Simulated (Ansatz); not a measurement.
# Ag: the cost of one run

Method: DFT PBE, scalar-relativistic, plane waves, PAW, in Ansatz 0.2.0.

4 further runs of the same task are left out: 2 that didn't finish, 2 set aside as unsound or not needed.

**1. Starting point**

Symmetry: P6_3/mmc, No. 194, hexagonal system. Conventional cell: a = 2.933 Å, b = 2.933 Å, c = 9.593 Å, α = 90.00°, β = 90.00°, γ = 120.00°. Ag (site symmetry -6m2) is surrounded by 12 Ag at 2.93 to 2.94 Å. Ag (site symmetry -3m) is surrounded by 12 Ag at 2.93 to 2.94 Å.

As a file:

```
CELL_PARAMETERS angstrom
2.93311 0.00000 0.00000
-1.46655 2.54015 0.00000
0.00000 0.00000 9.59290
ATOMIC_POSITIONS crystal
Ag 0.33333 0.66667 0.25000
Ag 0.66667 0.33333 0.75000
Ag 0.00000 0.00000 0.00000
Ag 0.00000 0.00000 0.50000
```

This cell was relaxed beforehand with the same method: volume 17.87 Å³/atom, gap on the mesh none (metal).

**2. The cell under 3 GPa**

What is minimised here is the enthalpy; the energy can go up as the cell is squeezed.

The input, input.yaml:

```yaml
crystal:
  lattice:
    - [2.9331078947, 0.0, 0.0]
    - [-1.4665539474, 2.5401459489, 0.0]
    - [0.0, 0.0, 9.5928994305]
  atoms:
    - { symbol: Ag, position: [0.3333333333, 0.6666666667, 0.25] }
    - { symbol: Ag, position: [0.6666666667, 0.3333333333, 0.75] }
    - { symbol: Ag, position: [0.0, 0.0, 0.0] }
    - { symbol: Ag, position: [0.0, 0.0, 0.5] }
basis:
  ecutwfc: 420
kpoints:
  mp_grid: { grid: [18, 18, 4] }
hamiltonian:
  xc: pbe
scf:
  occupations: { method: fermi_dirac, width: 0.15 }
output:
  forces: true
  stress: true
  eigenvalues: true
relax:
  adjacent_minimum: "off"
  f_tol: 0.001
  max_steps: 60
  cell: { stress_tol: 0.02, p_target: 3.0 }
```

Command:

```sh
$ ansatz run input.yaml --threads 1 --pin off --max-ram 3072MiB --backend cpu --events-out ev --progress --plain --runs-dir out
```

**Question.** How long does this run take on 1 thread of Intel Xeon Platinum 8488C (Sapphire Rapids), shared host, and how much memory does it need?

About 55 s, with a peak of 0.59 GiB.
